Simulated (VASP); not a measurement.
# MoSe2 (P6_3/mmc) in VASP: further runs

Runs on MoSe2. Level: PBE. Tasks: relaxation of shape and atoms at fixed volume.

Everything below comes from runs of VASP 6.6.1. Logs are shortened: lines on timing, memory, paths and dates and some standing lists are left out, and cuts for length are marked.

## (1) The undisturbed crystal

It takes space group P6_3/mmc (No. 194, hexagonal). The conventional cell has a = 3.288 Å, b = 3.288 Å, c = 12.900 Å, α = 90.00°, β = 90.00°, γ = 120.00°. Mo (site symmetry -6m2) is surrounded by 6 Se at 2.49 Å. Se (site symmetry 3m) is surrounded by 3 Mo at 2.49 Å.

## (2) Relaxation of shape and atoms at fixed volume, PBE (a relaxed cell with its volume scaled by 0.94)

INCAR

```
SYSTEM = MoSe2
ALGO = Normal ; EDIFF = 1E-7
EDIFFG = -0.01 ; ENCUT = 300
GGA = PE ; IBRION = 2
ISIF = 4 ; ISMEAR = 0
KPAR = 2 ; LASPH = .TRUE.
LCHARG = .FALSE. ; LREAL = .FALSE.
LWAVE = .FALSE. ; NELM = 80
NSW = 40 ; PREC = Accurate
SIGMA = 0.03
```

KPOINTS

```
k-points
0
G
  5 5 1
  0 0 0
```

POSCAR

```
MoSe2                                   
1.0
    3.2487387443      0.0000000000     -0.0000000000
   -1.6243693722      2.8134902828     -0.0000000000
   -0.0000000000     -0.0000000000     14.4137635745
  Mo              Se            
     2     4
Direct
     0.3333333332999970    0.6666666667000030    0.2500000000000000
     0.6666666667000030    0.3333333332999970    0.7500000000000000
     0.3333333332999970    0.6666666667000030    0.6365763804302106
     0.6666666667000030    0.3333333332999970    0.1365763804302107
     0.3333333332999970    0.6666666667000030    0.8634236195697894
     0.6666666667000030    0.3333333332999970    0.3634236195697893
```

Potentials or basis: VASP PAW PBE potentials, release 64 (Mo, Se).

The run is started by

```sh
> cat potpaw_PBE.64/Mo/POTCAR potpaw_PBE.64/Se/POTCAR > POTCAR
> mpirun -np 2 vasp_std > vasp.out
```

OUTCAR:

```text
SYSTEM = MoSe2
   EDIFF = 1E-7
   EDIFFG = -0.01
   ENCUT = 300
   GGA = PE
   IBRION = 2
   ISIF = 4
   ISMEAR = 0
   LASPH = .TRUE.
   LREAL = .FALSE.
   NELM = 80
   NSW = 40
   PREC = Accurate

 ion  position               nearest neighbor table
   1  0.333  0.667  0.250-   4 2.49   6 2.49   4 2.49   6 2.49   4 2.49   6 2.49
   2  0.667  0.333  0.750-   3 2.49   5 2.49   3 2.49   5 2.49   3 2.49   5 2.49
   3  0.333  0.667  0.637-   2 2.49   2 2.49   2 2.49
   4  0.667  0.333  0.137-   1 2.49   1 2.49   1 2.49
   5  0.333  0.667  0.863-   2 2.49   2 2.49   2 2.49
   6  0.667  0.333  0.363-   1 2.49   1 2.49   1 2.49

  LATTYP: Found a hexagonal cell.
 ALAT       =     3.2487387443
 C/A-ratio  =     4.4367259755

  Lattice vectors:

 A1 = (   3.2487387443,   0.0000000000,   0.0000000000)
 A2 = (  -1.6243693722,   2.8134902828,   0.0000000000)
 A3 = (   0.0000000000,   0.0000000000,  14.4137635745)

Analysis of symmetry for initial positions (statically):
=====================================================================
 Subroutine PRICEL returns:
 Original cell was already a primitive cell.

 Routine SETGRP: Setting up the symmetry group for a
 hexagonal supercell.

 Subroutine GETGRP returns: Found 24 space group operations
 (whereof 12 operations were pure point group operations)
 out of a pool of 24 trial point group operations.

The static configuration has the point symmetry D_3d.
 The point group associated with its full space group is D_6h.

Analysis of symmetry for dynamics (positions and initial velocities):
=====================================================================
 Subroutine PRICEL returns:
 Original cell was already a primitive cell.

 Routine SETGRP: Setting up the symmetry group for a
 hexagonal supercell.

 Subroutine GETGRP returns: Found 24 space group operations
 (whereof 12 operations were pure point group operations)
 out of a pool of 24 trial point group operations.

The dynamic configuration has the point symmetry D_3d.
 The point group associated with its full space group is D_6h.

 Subroutine INISYM returns: Found 24 space group operations
 (whereof 12 operations are pure point group operations),
 and found     1 'primitive' translations

----------------------------------------------------------------------------------------

                                     Primitive cell

  volume of cell :     131.7460

  direct lattice vectors                    reciprocal lattice vectors
     3.248738744  0.000000000  0.000000000     0.307811763  0.177715204  0.000000000
    -1.624369372  2.813490283  0.000000000     0.000000000  0.355430408  0.000000000
[... 82 lines left out ...]
   TEBEG  =    0.0;   TEEND  =   0.0 temperature during run
   PSTRESS=    0.0 pullay stress
   NELECT =      36.0000    total number of electrons
   NUPDOWN=      -1.0000    fix difference up-down
   EMIN   =  10.00;   EMAX   =-10.00  energy-range for DOS
   EFERMI =   0.00;   METHOD = LEGACY
   ISMEAR =     0;   SIGMA  =   0.03  broadening in eV -4-tet -1-fermi 0-gaus
   EFERMI_NEDOS =   21; number of points for ismear=-14 and -15
   IALGO  =     38    algorithm
   IMIX   =      4    mixing-type and parameters
     AMIX     =   0.40;   BMIX     =  1.00
     AMIX_MAG =   1.60;   BMIX_MAG =  1.00
  volume/ion in A,a.u.               =      21.96       148.18
  Fermi-wavevector in a.u.,A,eV,Ry     =   1.062339  2.007530 15.355048  1.128564
  Thomas-Fermi vector in A             =   2.197786
   LORBIT       =      0    0 simple, 1 ext, 2 COOP (PROOUT), +10 PAW based schemes
   GGA     = PE    functional components
   LHFCALC =     F    Hartree Fock is set to
   AEXX    =    0.0000 exact exchange contribution
   IVDW    =     0    specifies the selected vdW correction
   LEPSILON=     F    determine dielectric tensor
   LRPA    =     F    only Hartree local field effects (RPA)
 conjugate gradient relaxation of ions
 non-spin polarized calculation
 Gauss-broadening in eV      SIGMA  =   0.03
  energy-cutoff  :      300.00
  volume of cell :      131.75
 maximum number of plane-waves:      1560
 NGX is ok and might be reduce to    18
   NGX =  9   NGY =  9   NGZ = 41

--------------------------------------- Ionic step        1  -------------------------------------------

 number of electron      36.0000033 magnetization

 Free energy of the ion-electron system (eV)
  ---------------------------------------------------
  ext. energy  EPLUGINS =         0.00000000
  ---------------------------------------------------
  free energy    TOTEN  =       -39.73431265 eV

  energy without entropy =      -39.73431265  energy(sigma->0) =      -39.73431265

------------------------ aborting loop because EDIFF is reached ----------------------------------------

  FORCE on cell =-STRESS in cart. coord.  units (eV):
  Direction    XX          YY          ZZ          XY          YZ          ZX
  --------------------------------------------------------------------------------------
  -------------------------------------------------------------------------------------
  Total        6.1192617      6.1192617      7.0188842     -0.0000000      0.0000000     -0.0000000
  in kB       74.4169747     74.4169747     85.3573765     -0.0000000      0.0000000     -0.0000000
  external PRESSURE =      78.0637753 kB  Pullay stress =       0.0000000 kB
[... 67 lines left out ...]
--------------------------------------- Ionic step        3  -------------------------------------------

 number of electron      36.0000006 magnetization

 E-fermi :   3.8161     XC(G=0):  -9.9735

 val. band max:        3.6386603265   @ k =   0.4000   0.2000   0.0000
 cond. band min:       5.0705375993   @ k =   0.2000   0.2000   0.0000
 fundamental gap:      1.4318772727
 Fermi energy:         3.8160952994

 k-point     1 :       0.0000    0.0000    0.0000
  band No.  band energies     occupation
      1     -10.6594      2.00000
      2     -10.5896      2.00000
      3      -9.7673      2.00000
      4      -9.6612      2.00000
      5      -2.0142      2.00000
      6      -1.5772      2.00000
[... 273 lines left out ...]
--------------------------------------- Ionic step        7  -------------------------------------------

 number of electron      36.0000011 magnetization

 Free energy of the ion-electron system (eV)
  ---------------------------------------------------
  ext. energy  EPLUGINS =         0.00000000
  ---------------------------------------------------
  free energy    TOTEN  =       -39.91586069 eV

  energy without entropy =      -39.91586069  energy(sigma->0) =      -39.91586069

 E-fermi :   4.0514     XC(G=0): -10.0552

 val. band max:        3.8969828413   @ k =   0.0000   0.0000   0.0000
 cond. band min:       5.0908004114   @ k =   0.2000   0.2000   0.0000
 fundamental gap:      1.1938175702
 Fermi energy:         4.0513870118

 k-point     1 :       0.0000    0.0000    0.0000
  band No.  band energies     occupation
      1     -10.4917      2.00000
      2     -10.3774      2.00000
      3      -9.5850      2.00000
      4      -9.4113      2.00000
      5      -1.9472      2.00000
      6      -1.3282      2.00000
[... 147 lines left out ...]
  FREE ENERGIE OF THE ION-ELECTRON SYSTEM (eV)
  ---------------------------------------------------
  free  energy   TOTEN  =       -39.9158606885 eV

  energy  without entropy=      -39.9158606885  energy(sigma->0) =      -39.91586069

 reached required accuracy - stopping structural energy minimisation
```

OSZICAR:

```text
N       E                     dE             d eps       ncg     rms          rms(c)
DAV:   1     0.158890725810E+03    0.15889E+03   -0.11590E+04   220   0.907E+02
DAV:   2    -0.288467109911E+02   -0.18774E+03   -0.18235E+03   296   0.215E+02
DAV:   3    -0.413948993364E+02   -0.12548E+02   -0.12476E+02   296   0.592E+01
[... 74 lines left out ...]
DAV:   3    -0.399158583026E+02   -0.18310E-05   -0.11793E-05   256   0.205E-02    0.355E-02
DAV:   4    -0.399158611762E+02   -0.28736E-05   -0.85593E-06   320   0.124E-02    0.575E-03
DAV:   5    -0.399158605717E+02    0.60457E-06   -0.45217E-06   268   0.933E-03    0.163E-03
DAV:   6    -0.399158606856E+02   -0.11390E-06   -0.23957E-07   160   0.262E-03    0.108E-03
DAV:   7    -0.399158606885E+02   -0.29404E-08   -0.35201E-08   128   0.961E-04
   7 F= -.39915861E+02 E0= -.39915861E+02  d E =-.431355E-03
```

It took 60 s on 2 MPI ranks of AMD EPYC 7R43 (Zen 3), shared host; peak memory 0.13 GiB.

What came out:

```
Free energy               : -39.9159 eV
Energy gained by relaxing : 30.3 meV/atom
Ionic steps               : 7
Pressure after relaxing   : 0.6 GPa
Band gap on the k mesh    : 1.19 eV, indirect (least direct gap 1.84 eV)
```

The path:
```csv
step,energy change (eV),largest force (eV/Å),pressure (GPa)
1,0.0000,1.0559,7.81
2,-0.1030,0.0431,3.44
3,-0.1032,0.0804,3.60
4,-0.1533,0.0717,2.44
5,-0.1811,0.0608,0.83
6,-0.1814,0.0349,0.41
7,-0.1815,0.0014,0.56
```

Final structure:
```yaml
crystal:
  lattice:
    - [3.30964, 0.00000, 0.00000]
    - [-1.65482, 2.86624, 0.00000]
    - [0.00000, 0.00000, 13.88815]
  atoms:
    - { symbol: Mo, position: [0.33333, 0.66667, 0.25000] }
    - { symbol: Mo, position: [0.66667, 0.33333, 0.75000] }
    - { symbol: Se, position: [0.33333, 0.66667, 0.62975] }
    - { symbol: Se, position: [0.66667, 0.33333, 0.12975] }
    - { symbol: Se, position: [0.33333, 0.66667, 0.87025] }
    - { symbol: Se, position: [0.66667, 0.33333, 0.37025] }
```

Levels at points of the mesh, in eV from the valence-band top:
```
           k point  band 14  band 15  band 16  band 17  band 18  band 19  band 20  band 21  band 22
(0.00, 0.00, 0.00)    -1.27    -1.27    -1.08    -0.76     0.00     2.72     2.72     2.75     2.75
```

Caveat: the k mesh is coarse (spacing up to 0.45 Å⁻¹), so the values aren't converged; an odd mesh through Γ misses points on the zone boundary, where band edges often lie; this functional lacks dispersion, which binds the layers, so the pressure and a relaxed spacing across them are unreliable.

## (3) Relaxation of shape and atoms at fixed volume, PBE (a relaxed cell with its volume scaled by 0.96)

INCAR is that of step 2.

KPOINTS is that of step 2.

Changes to POSCAR since step 2:

```diff
@@ -2,5 +2,5 @@
 1.0
-    3.2487387443      0.0000000000     -0.0000000000
-   -1.6243693722      2.8134902828     -0.0000000000
-   -0.0000000000     -0.0000000000     14.4137635745
+    3.2716179400      0.0000000000     -0.0000000000
+   -1.6358089700      2.8333042474     -0.0000000000
+   -0.0000000000     -0.0000000000     14.5152722962
   Mo              Se
```

Potentials or basis: VASP PAW PBE potentials, release 64 (Mo, Se).

The run is started by

```sh
> cat potpaw_PBE.64/Mo/POTCAR potpaw_PBE.64/Se/POTCAR > POTCAR
> mpirun -np 2 vasp_std > vasp.out
```

It took 59 s on 2 MPI ranks of AMD EPYC 7R43 (Zen 3), shared host; peak memory 0.13 GiB.

Results (log left out):

- Free energy: -39.9266 eV
- Energy gained by relaxing: 13.0 meV/atom
- Ionic steps: 8
- Pressure after relaxing: 0.3 GPa
- Band gap on the k mesh: 1.27 eV, indirect (least direct gap 1.85 eV)

The path:
```tsv
step	energy change (eV)	largest force (eV/Å)	pressure (GPa)
1	0.0000	0.6753	4.91
2	-0.0437	0.0472	2.27
3	-0.0437	0.0534	2.30
4	-0.0654	0.0431	1.54
5	-0.0782	0.0296	0.42
6	-0.0782	0.0291	0.38
7	-0.0782	0.0231	0.16
8	-0.0783	0.0017	0.26
```

Final structure:
```
CELL_PARAMETERS angstrom
3.31373 0.00000 0.00000
-1.65687 2.86977 0.00000
0.00000 0.00000 14.14868
ATOMIC_POSITIONS crystal
Mo 0.33333 0.66667 0.25000
Mo 0.66667 0.33333 0.75000
Se 0.33333 0.66667 0.63202
Se 0.66667 0.33333 0.13202
Se 0.33333 0.66667 0.86798
Se 0.66667 0.33333 0.36798
```

Levels at points of the mesh, in eV from the valence-band top:
```csv
k point,band 14,band 15,band 16,band 17,band 18,band 19,band 20,band 21,band 22
"(0.00, 0.00, 0.00)",-1.24,-1.24,-1.14,-0.68,0.00,2.76,2.76,2.78,2.78
```

Caveat: the k mesh is coarse (spacing up to 0.44 Å⁻¹), so the values aren't converged; an odd mesh through Γ misses points on the zone boundary, where band edges often lie; this functional lacks dispersion, which binds the layers, so the pressure and a relaxed spacing across them are unreliable.

## (4) Relaxation of shape and atoms at fixed volume, PBE (a relaxed cell with its volume scaled by 0.98)

INCAR is that of step 3.

KPOINTS is that of step 3.

Changes to POSCAR since step 3:

```diff
@@ -2,5 +2,5 @@
 1.0
-    3.2716179400      0.0000000000     -0.0000000000
-   -1.6358089700      2.8333042474     -0.0000000000
-   -0.0000000000     -0.0000000000     14.5152722962
+    3.2941815354      0.0000000000     -0.0000000000
+   -1.6470907677      2.8528448942     -0.0000000000
+   -0.0000000000     -0.0000000000     14.6153807859
   Mo              Se
```

The run is started by

```sh
> cat potpaw_PBE.64/Mo/POTCAR potpaw_PBE.64/Se/POTCAR > POTCAR
> mpirun -np 2 vasp_std > vasp.out
```

Run time: 56 s. Hardware: 2 MPI ranks of AMD EPYC 7R43 (Zen 3), shared host; peak memory 0.14 GiB.

Results (log left out):

```
Free energy                  : -39.9331 eV
Energy gained by relaxing    : 3.2 meV/atom
Ionic steps                  : 6
Pressure after relaxing      : 0.1 GPa
Largest force after relaxing : 0.007 eV/Å
Band gap on the k mesh       : 1.34 eV, indirect (least direct gap 1.85 eV)
```

Forces on the atoms (eV/Å):
```
Mo   0.000  0.000  0.000
Mo   0.000  0.000  0.000
Se   0.000  0.000 -0.007
Se   0.000  0.000 -0.007
Se   0.000  0.000  0.007
Se   0.000  0.000  0.007
```

Step by step:
| step | energy change (eV) | largest force (eV/Å) | pressure (GPa) |
| --- | --- | --- | --- |
| 1 | 0.0000 | 0.3246 | 2.32 |
| 2 | -0.0104 | 0.0322 | 1.12 |
| 3 | -0.0104 | 0.0265 | 1.10 |
| 4 | -0.0157 | 0.0188 | 0.73 |
| 5 | -0.0189 | 0.0056 | 0.07 |
| 6 | -0.0190 | 0.0071 | 0.15 |

Final structure:
```xyz
6
Lattice="3.3151 0.0000 0.0000 -1.6575 2.8710 0.0000 0.0000 0.0000 14.4316" Properties=species:S:1:pos:R:3 pbc="T T T"
Mo    0.0000    1.9140    3.6079
Mo    1.6575    0.9570   10.8237
Se    0.0000    1.9140    9.1548
Se    1.6575    0.9570    1.9390
Se    0.0000    1.9140   12.4925
Se    1.6575    0.9570    5.2767
```

Levels at points of the mesh, in eV from the valence-band top:
```tsv
k point	band 15	band 16	band 17	band 18	band 19	band 20	band 21	band 22
(0.00, 0.00, 0.00)	-1.20	-1.20	-0.60	0.00	2.80	2.80	2.82	2.82
```

Caveat: the k mesh is coarse (spacing up to 0.44 Å⁻¹), so the values aren't converged; an odd mesh through Γ misses points on the zone boundary, where band edges often lie; this functional lacks dispersion, which binds the layers, so the pressure and a relaxed spacing across them are unreliable.

## (5) The runs side by side

| cell | gap on the mesh (eV) | pressure (GPa) |
| --- | --- | --- |
| atoms relaxed at fixed volume from: a relaxed cell with its volume scaled by 0.94 | 1.19 | 0.6 |
| atoms relaxed at fixed volume from: a relaxed cell with its volume scaled by 0.96 | 1.27 | 0.3 |
| atoms relaxed at fixed volume from: a relaxed cell with its volume scaled by 0.98 | 1.34 | 0.1 |

Alike in all rows: task relaxation of shape and atoms at fixed volume; level PBE; potentials or basis VASP PAW PBE potentials, release 64 (Mo, Se); no spin polarisation; k mesh 5 × 5 × 1; cutoff (eV) 300; smearing gaussian 0.03 eV; the mesh is coarse, so values aren't converged.

Caveats: all runs use coarse meshes; an odd mesh through Γ misses points on the zone boundary, where band edges often lie; this functional lacks dispersion, which binds the layers, so the pressure and a relaxed spacing across them are unreliable.

Absolute energies hang on the potentials; compare differences alone.
